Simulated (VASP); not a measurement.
The system is AgI.

```
Ag I
1.0
     0.00000    3.28857    3.28857
     3.28857    0.00000    3.28857
     3.28857    3.28857    0.00000
Ag I
1 1
Direct
  0.00000 0.00000 0.00000
  0.25000 0.25000 0.25000
```

The cell was built by a generator and needn't be a form met in nature.

Base run:

| Property | Result |
| --- | --- |
| Program | VASP 6.6.1 |
| Functional | PBE |
| Potentials or basis | VASP PAW PBE potentials, release 64 (Ag, I) |
| Cutoff | 520 eV |
| k mesh | 4 × 4 × 4 |
| Occupations | gaussian, width 0.01 eV |
| Spin | no spin polarisation |

Its results: band gap on the k mesh 1.34 eV, direct; pressure 0.7 GPa.

Question: The run is repeated on the same cell with these changes: functional from PBE to HSE06; further incar settings from ALGO = Normal; EDIFF = 1e-07; NBANDS = 16 to ALGO = Normal; EDIFF = 1e-06; NBANDS = 16. What comes out?

Answer: Band gap on the k mesh 2.48 eV, direct; pressure 0.5 GPa.

Caveats: spin-orbit coupling is left out, which moves the levels of the heavy elements; the PAW data sets were made with another functional, which shifts forces and pressure a little (some runs).

